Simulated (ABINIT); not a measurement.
Input of an ABINIT 10.8.3 (patched build) run:

run.abi

```
# Pseudopotentials
pp_dirpath "./"
pseudos "Ta.upf, C.upf"

# Structure
acell 3.1059 3.1059 4.9464 Angstrom
rprim
     1.0000000000     0.0000000000     0.0000000000
    -0.5000000000     0.8660254038     0.0000000000
     0.0000000000     0.0000000000     1.0000000000
ntypat 2
znucl 73 6
natom 3
typat 1 1 2
xcart
     1.5529500002     0.8965961004     3.6998577360
    -0.0000000002     1.7931922012     1.2465422640
     0.0000000000     0.0000000000     0.0000000000 Angstrom

# Plane-wave basis
ecut 1006.821291 eV

# k points
kptopt 1
ngkpt 8 8 4
nshiftk 1
shiftk 0.0 0.0 0.0

# Exchange and correlation
ixc -116133

# Bands and occupations
nband 19
occopt 3
tsmear 0.00183747

# SCF cycle
nstep 100
tolvrs 1.0e-10

# Output
iomode 3
prtwf 0
prtden 0
prteig 0
prtebands 0
enunit 2
```

Potentials or basis: PseudoDojo NC SR PBEsol v0.4.1 standard.

Command:

```console
$ abinit run.abi > log 2>&1
```

Problem. Estimate the largest force.

Solution. 0.045 eV/Å.

Problem. Predict the pressure.

Solution. -3.1 GPa.

Problem. Predict the band gap on the k mesh.

Solution. None (metal or under the smearing width).

Stress tensor (GPa, compression positive):
```
-2.97  0.00  0.00
 0.00 -2.97  0.00
 0.00  0.00 -3.42
```

The run has no spin-orbit coupling, so splittings on Ta are missing.
